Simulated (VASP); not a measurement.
BN, 2 atoms in the cell. Symmetry: F-43m, No. 216, cubic system. The conventional cell has a = 3.626 Å, b = 3.626 Å, c = 3.626 Å, α = 90.00°, β = 90.00°, γ = 90.00°. Around N (site symmetry -43m) lie 4 B at 1.57 Å. B (site symmetry -43m) has 4 N at 1.57 Å as nearest neighbours. The cell is a database's computed one.

| Item | Value |
| --- | --- |
| Program | VASP 6.6.1 |
| Task | Born charges and dielectric tensor |
| Functional | LDA |
| Potentials or basis | VASP PAW LDA potentials, release 64 (N, B) |
| Cutoff | 520 eV |
| k mesh | 13 × 13 × 13 |
| Occupations | fermi-dirac, width 0.05 eV |
| Spin | no spin polarisation |
| Further INCAR settings | ALGO = Normal; EDIFF = 1e-08; IBRION = 8 |

Potentials or basis: VASP PAW LDA potentials, release 64 (N, B).

Launch:

```bash
$ cat potpaw_LDA.64/N/POTCAR potpaw_LDA.64/B/POTCAR > POTCAR
$ mpirun -np 1 vasp_std > vasp.out
```

Hardware: 1 thread of Intel(R) Xeon(R) Platinum 8175M CPU @ 2.50GHz (Skylake/Cascade Lake), on a shared host.

**Question.** How long does it take, and how much memory?

**Answer.** It took 4.8 min on 1 thread of Intel(R) Xeon(R) Platinum 8175M CPU @ 2.50GHz (Skylake/Cascade Lake), with other jobs on the host, peak memory 0.19 GiB. Counts: scf iterations 105, k points 84.
